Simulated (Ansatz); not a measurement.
# BAs: the cost of one run

Method: DFT PBE, scalar-relativistic, in Ansatz 0.2.0.

**1. The starting structure**

It takes space group F-43m (No. 216, cubic). The conventional cell has a = 4.777 Å, b = 4.777 Å, c = 4.777 Å, α = 90.00°, β = 90.00°, γ = 90.00°. Around B (site symmetry -43m) lie 4 As at 2.07 Å. As (site symmetry -43m) has 4 B at 2.07 Å as nearest neighbours.

Coordinates:

```cif
data_structure
_symmetry_space_group_name_H-M 'F-43m'
_symmetry_Int_Tables_number 216
_cell_length_a 4.7770
_cell_length_b 4.7770
_cell_length_c 4.7770
_cell_angle_alpha 90.000
_cell_angle_beta 90.000
_cell_angle_gamma 90.000
_cell_volume 109.01
loop_
_atom_site_label
_atom_site_type_symbol
_atom_site_symmetry_multiplicity
_atom_site_Wyckoff_symbol
_atom_site_fract_x
_atom_site_fract_y
_atom_site_fract_z
_atom_site_occupancy
B1 B 4 a 0.00000 0.00000 0.00000 1
As1 As 4 c 0.25000 0.25000 0.25000 1
```

The file gives the conventional cell by its symmetry; the runs use the cell typed in the input.

Atoms are numbered in the order of the input: B1, As2.

**2. After the deformation**

Space group F-43m before, I-4m2 after.

**3. LAPW, all electrons**

File input.yaml:

```yaml
crystal:
  lattice:
    - [0.0, 2.43627, 2.3885]
    - [2.43627, 0.0, 2.3885]
    - [2.43627, 2.43627, 0.0]
  atoms:
    - { symbol: B, position: [0.0, 0.0, 0.0] }
    - { symbol: As, position: [0.75, 0.75, 0.75] }
kpoints:
  mp_grid: { grid: [15, 15, 15] }
  band_path:
    path:
      - [0.0, 0.0, 0.0]
      - [0.0, 0.5, 0.5]
      - [0.25, 0.75, 0.5]
      - [0.0, 0.5, 0.0]
      - [0.0, 0.0, 0.0]
      - [0.5, 0.5, 0.0]
      - [0.38005, 0.61995, 0.0]
      - [-0.38005, 0.38005, 0.0]
      - [0.0, 0.0, 0.0]
    npoints: 5
scf:
  occupations: { method: fermi_dirac, width: 0.03 }
hamiltonian:
  xc: pbe
  pseudopotentials: { kind: all_electron, lapw: { basis_error: 0.00025 } }
output:
  forces: true
  stress: true
  eigenvalues: true
```

On the command line:

```bash
ansatz run input.yaml --threads 1 --pin off --max-ram 3072MiB --backend cpu --events-out ev --progress --plain --runs-dir out
```

What time and memory should one allow on 1 thread of Arm Neoverse V2, shared host?

About 70 s, with a peak of 0.67 GiB.
